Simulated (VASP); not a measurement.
Here is a VASP 6.6.1 calculation.

INCAR

```
SYSTEM = InP
PREC = Accurate
ENCUT = 520
EDIFF = 1E-7
ISMEAR = 0
SIGMA = 0.02
LREAL = .FALSE.
LASPH = .TRUE.
NELM = 60
ALGO = Normal
ISIF = 2
LWAVE = .FALSE.
LCHARG = .FALSE.
MAGMOM = 0 0 0 0 0 0
LORBIT = 11
LSORBIT = .TRUE.
GGA_COMPAT = .FALSE.
GGA = PS
```

File KPOINTS:

```
Automatic mesh
0
G
  10 10 10
  0 0 0
```

Contents of POSCAR:

```
InP
1.0
    0.0000000000      2.9395400000      2.9395400000
    2.9395400000      0.0000000000      2.9395400000
    2.9395400000      2.9395400000      0.0000000000
In P
1 1
Direct
    0.0000000000      0.0000000000      0.0000000000
    0.7500000000      0.7500000000      0.7500000000
```

Potentials or basis: VASP PAW PBE potentials, release 64 (In_d, P).

Launch:

```sh
$ cat potpaw_PBE.64/In_d/POTCAR potpaw_PBE.64/P/POTCAR > POTCAR
$ mpirun -np 1 vasp_ncl > vasp.out
```

Problem. What does it give for the pressure?

Solution. -0.1 GPa.

Problem. Predict the net moment.

Solution. 0.00 μB per cell.

Moments on the atoms (μB; x, y, z):
```
In  0.00 0.00 0.00
P   0.00 0.00 0.00
```

Caveat: the PAW data sets were made with another functional, which shifts forces and pressure a little.
